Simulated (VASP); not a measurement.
# C in VASP: further runs, part 2 of 3

VASP 6.6.1. The steps go on from the part before.

## (3) Single point, PBE

INCAR reads:

```
PREC     = Accurate       # precision mode
ENCUT    = 460            # plane-wave cutoff, eV
EDIFF    = 1E-7           # SCF threshold, eV
ISMEAR   = 1              # smearing method
SIGMA    = 0.02           # smearing width, eV
LREAL    = False          # projectors in reciprocal space
LASPH    = True           # aspherical terms in the spheres
NELM     = 120            # most SCF steps
ALGO     = Normal         # electronic algorithm
ISIF     = 2              # what is computed and relaxed
LWAVE    = False          # write WAVECAR
LCHARG   = False          # write CHGCAR
LDIPOL   = True         
IDIPOL   = 3            
DIPOL    = 0.5 0.5 0.500
GGA      = PE             # functional
NBANDS   = 14             # bands
LVHAR    = True         
LVACPOTAV= True
```

KPOINTS reads:

```
regular mesh
0
Gamma
  12 12 1
```

POSCAR reads:

```
C
1.0
    2.4561701600      0.0000000000      0.0000000000
   -1.2280850800      2.1271057600      0.0000000000
    0.0000000000      0.0000000000     12.0000000000
C
2
Direct
    0.6666666667      0.3333333333      0.5000000000
    0.3333333333      0.6666666667      0.5000000000
```

Potentials or basis: VASP PAW PBE potentials, release 64 (C).

Command:

```
$ cat potpaw_PBE.64/C/POTCAR > POTCAR
$ mpirun -np 1 vasp_std > vasp.out
```

OUTCAR:

```text
PREC = Accurate
   ENCUT = 460
   EDIFF = 1E-7
   ISMEAR = 1
   LREAL = False
   LASPH = True
   NELM = 120
   ISIF = 2
   GGA = PE

 Found     19 irreducible k-points:

 Following reciprocal coordinates:
            Coordinates               Weight
  0.000000  0.000000  0.000000      1.000000
  0.083333  0.000000  0.000000      6.000000
  0.166667  0.000000  0.000000      6.000000
  0.250000  0.000000  0.000000      6.000000
  0.333333 -0.000000  0.000000      6.000000
  0.416667  0.000000  0.000000      6.000000
   k-points           NKPTS =     19   k-points in BZ     NKDIM =     19   number of bands    NBANDS=     14
   number of dos      NEDOS =    301   number of ions     NIONS =      2
   total plane-waves  NPLWV =  27216
   dimension x,y,z NGX =    18 NGY =   18 NGZ =   84
   dimension x,y,z NGXF=    36 NGYF=   36 NGZF=  168
   ions per type =               2
   NGX,Y,Z   is equivalent  to a cutoff of  12.18, 12.18, 11.64 a.u.
   NGXF,Y,Z  is equivalent  to a cutoff of  24.37, 24.37, 23.27 a.u.
 SYSTEM =  unknown system
   PREC   = accura    normal or accurate (medium, high low for compatibility)
   ISTART =      0    job   : 0-new  1-cont  2-samecut
   ICHARG =      2    charge: 1-file 2-atom 10-const
   ISPIN  =      1    spin polarized calculation?
   LNONCOLLINEAR =      F non collinear calculations
   LSORBIT =      F    spin-orbit coupling
   LASPH  =      T    aspherical Exc in radial PAW
   ENCUT  =  460.0 eV  33.81 Ry    5.81 a.u.   4.30  4.30 20.99*2*pi/ulx,y,z
   NELM   =    120;   NELMIN=  2; NELMDL= -5     # of ELM steps
   EDIFF  = 0.1E-06   stopping-criterion for ELM
   LREAL  =      F    real-space projection
   EDIFFG = 0.1E-05   stopping-criterion for IOM
   NSW    =      0    number of steps for IOM
   IBRION =     -1    ionic relax: 0-MD 1-quasi-New 2-CG
   NFREE  =      0    steps in history (QN), initial steepest desc. (CG)
   ISIF   =      2    stress and relaxation
   ISYM   =      2    0-nonsym 1-usesym 2-fastsym
   POTIM  = 0.5000    time-step for ionic-motion
   TEBEG  =    0.0;   TEEND  =   0.0 temperature during run
   PSTRESS=    0.0 pullay stress
   NELECT =       8.0000    total number of electrons
   NUPDOWN=      -1.0000    fix difference up-down
   EMIN   =  10.00;   EMAX   =-10.00  energy-range for DOS
   EFERMI =   0.00;   METHOD = LEGACY
   ISMEAR =     1;   SIGMA  =   0.02  broadening in eV -4-tet -1-fermi 0-gaus
   EFERMI_NEDOS =   21; number of points for ismear=-14 and -15
   IALGO  =     38    algorithm
   IMIX   =      4    mixing-type and parameters
[... 27 lines left out ...]
  ---------------------------------------------------
  ext. energy  EPLUGINS =         0.00000000
  ---------------------------------------------------
  free energy    TOTEN  =       -18.44470258 eV

  energy without entropy =      -18.44454586  energy(sigma->0) =      -18.44465034

 E-fermi :  -1.6960     XC(G=0):  -3.5807

 val. band max:       -1.6960437497   @ k =   0.3333   0.3333   0.0000
 cond. band min:      -1.6960437121   @ k =   0.3333   0.3333   0.0000
 fundamental gap:      0.0000000376
 Fermi energy:        -1.6960437309

 k-point     1 :       0.0000    0.0000    0.0000
  band No.  band energies     occupation
      1     -21.3157      2.00000
      2      -9.3950      2.00000
      3      -4.7381      2.00000
      4      -4.7381      2.00000
      5       1.4725      0.00000
      6       2.6179      0.00000
      7       3.4648      0.00000
      8       6.5980      0.00000
      9       6.6905      0.00000
     10       6.6905      0.00000
     11       7.8329      0.00000
     12       9.8833      0.00000
     13      11.0656      0.00000
     14      12.8336      0.00000
[... 71 lines left out ...]
      1     -17.3047      2.00000
      2     -13.4845      2.00000
      3      -7.9891      2.00000
      4      -4.9344      2.00000
      5       1.0989      0.00000
      6       5.8635      0.00000
      7       7.0831      0.00000
      8       8.2105      0.00000
      9       9.1251      0.00000
     10      11.8437      0.00000
     11      12.1774      0.00000
     12      13.3001      0.00000
     13      13.3028      0.00000
     14      14.3984      0.00000

 [... further k-points ...]

------------------------ aborting loop because EDIFF is reached ----------------------------------------

  FORCE on cell =-STRESS in cart. coord.  units (eV):
  Direction    XX          YY          ZZ          XY          YZ          ZX
  --------------------------------------------------------------------------------------
  -------------------------------------------------------------------------------------
  Total        0.6408618      0.6408618     -0.0467941     -0.0000000     -0.0000000      0.0000000
  in kB       16.3774455     16.3774456     -1.1958408     -0.0000000     -0.0000000      0.0000000
  external PRESSURE =      10.5196835 kB  Pullay stress =       0.0000000 kB

 VOLUME and BASIS-vectors are now :
 -----------------------------------------------------------------------------
  energy-cutoff  :      460.00
  volume of cell :       62.69
      direct lattice vectors                 reciprocal lattice vectors
     2.456170160  0.000000000  0.000000000     0.407137916  0.235061185  0.000000000
    -1.228085080  2.127105760  0.000000000     0.000000000  0.470122369  0.000000000
     0.000000000  0.000000000 12.000000000     0.000000000  0.000000000  0.083333333

 POSITION                                       TOTAL-FORCE (eV/Angst)
 -----------------------------------------------------------------------------------
      1.22809      0.70904      6.00000         0.000000      0.000000      0.000000
     -0.00000      1.41807      6.00000        -0.000000      0.000000     -0.000000
 -----------------------------------------------------------------------------------
    total drift:                                0.000000     -0.000000      0.000000

  FREE ENERGIE OF THE ION-ELECTRON SYSTEM (eV)
  ---------------------------------------------------
  free  energy   TOTEN  =       -18.4447025810 eV

  energy  without entropy=      -18.4445458616  energy(sigma->0) =      -18.44465034

 vacuum level on the upper side and lower side of the slab         2.514         2.514
```

OSZICAR:

```text
N       E                     dE             d eps       ncg     rms          rms(c)
DAV:   1     0.292262035756E+02    0.29226E+02   -0.32824E+03   540   0.395E+02
DAV:   2    -0.175048783270E+02   -0.46731E+02   -0.42843E+02   740   0.110E+02
DAV:   3    -0.197402637046E+02   -0.22354E+01   -0.22257E+01   692   0.244E+01
DAV:   4    -0.197628037218E+02   -0.22540E-01   -0.22536E-01   636   0.311E+00
DAV:   5    -0.197631250774E+02   -0.32136E-03   -0.32135E-03   662   0.328E-01    0.645E+00
DAV:   6    -0.188181689668E+02    0.94496E+00   -0.67711E-01   620   0.393E+00    0.379E+00
DAV:   7    -0.184556861292E+02    0.36248E+00   -0.96609E-01   724   0.468E+00    0.101E+00
DAV:   8    -0.184471087803E+02    0.85773E-02   -0.23557E-02   652   0.776E-01    0.204E-01
DAV:   9    -0.184466297976E+02    0.47898E-03   -0.42845E-04   652   0.113E-01    0.123E-01
DAV:  10    -0.184416448962E+02    0.49849E-02   -0.35321E-03   568   0.227E-01    0.120E-01
DAV:  11    -0.184418336575E+02   -0.18876E-03   -0.16691E-04   618   0.544E-02    0.376E-02
DAV:  12    -0.184435948871E+02   -0.17612E-02   -0.30288E-04   592   0.748E-02    0.576E-02
DAV:  13    -0.184442656539E+02   -0.67077E-03   -0.77677E-05   618   0.295E-02    0.106E-02
DAV:  14    -0.184446581284E+02   -0.39247E-03   -0.49531E-05   606   0.200E-02    0.951E-03
DAV:  15    -0.184446934340E+02   -0.35306E-04   -0.27125E-06   606   0.516E-03    0.143E-03
DAV:  16    -0.184447013283E+02   -0.78942E-05   -0.39912E-07   588   0.199E-03    0.140E-03
DAV:  17    -0.184447025115E+02   -0.11832E-05   -0.37669E-08   558   0.617E-04    0.184E-04
DAV:  18    -0.184447025810E+02   -0.69439E-07   -0.78215E-10   630   0.129E-04
   1 F= -.18444703E+02 E0= -.18444650E+02  d E =-.156719E-03
```

stdout:

```text
POSCAR found type information on POSCAR C
 POSCAR found :  1 types and       2 ions
 scaLAPACK will be used
 LDA part: xc-table for (Slater+PW92), standard interpolation
 POSCAR, INCAR and KPOINTS ok, starting setup
 FFT: planning ... GRIDC
 FFT: planning ... GRID_SOFT
 FFT: planning ... GRID
 WAVECAR not read
 entering main loop
 -----------------------------------------------------------------------------
|                                                                             |
|           W    W    AA    RRRRR   N    N  II  N    N   GGGG   !!!           |
|           W    W   A  A   R    R  NN   N  II  NN   N  G    G  !!!           |
|           W    W  A    A  R    R  N N  N  II  N N  N  G       !!!           |
|           W WW W  AAAAAA  RRRRR   N  N N  II  N  N N  G  GGG   !            |
|           WW  WW  A    A  R   R   N   NN  II  N   NN  G    G                |
|           W    W  A    A  R    R  N    N  II  N    N   GGGG   !!!           |
|                                                                             |
|     Did not find any points to average over, which means that no vacuum     |
|     field-free region was found. Please increase the size of  your cell     |
|     in the dimension of the dipole correction to obtain accurate            |
|     workfunction values.                                                    |
|                                                                             |
 -----------------------------------------------------------------------------
```

Wall time 17 s (1 thread of Intel Xeon Platinum 8488C (Sapphire Rapids), shared host); peak memory 0.15 GiB.

These settings aren't checked as converged: the numbers below hold their error.

What came out:

| Property | Result |
| --- | --- |
| Free energy | -18.4447 eV |
| Band gap on the k mesh | none (metal or under the smearing width) |
| Work function of the upper face | 4.21 eV |
| Work function of the lower face | 4.21 eV |

Caveat: the cutoff is under 1.25 times the usual one of these potentials, so pressure, stress and relaxed cells hold a basis-set (Pulay) error.

## (4) Single point, PBE

This run uses another cell than the first one, of 20.90 Å³/atom, 0.667 times its volume.

INCAR: that of step 3 with these lines changed.

```diff
@@ -4,3 +4,3 @@
 ISMEAR   = 1              # smearing method
-SIGMA    = 0.02           # smearing width, eV
+SIGMA    = 0.1            # smearing width, eV
 LREAL    = False          # projectors in reciprocal space
```

KPOINTS reads:

```
regular mesh
0
Gamma
  15 15 1
```

POSCAR: that of step 3 with these lines changed.

```diff
@@ -4,3 +4,3 @@
    -1.2280850800      2.1271057600      0.0000000000
-    0.0000000000      0.0000000000     12.0000000000
+    0.0000000000      0.0000000000      8.0000000000
 C
```

Command:

```
$ cat potpaw_PBE.64/C/POTCAR > POTCAR
$ mpirun -np 1 vasp_std > vasp.out
```

It took 12 s on 1 thread of Intel Xeon Platinum 8488C (Sapphire Rapids), shared host; peak memory 0.13 GiB.

The run converged, but some of its settings lie outside the range that counts as converged, so its numbers aren't taken as properties of the slab.

Results:

```
Free energy                     : -18.4478 eV
Band gap on the k mesh          : none (metal or under the smearing width)
Work function of the upper face : 4.20 eV
Work function of the lower face : 4.20 eV
```

Caveat: the cutoff is under 1.25 times the usual one of these potentials, so pressure, stress and relaxed cells hold a basis-set (Pulay) error.

(Part 2 of 3 ends here.)
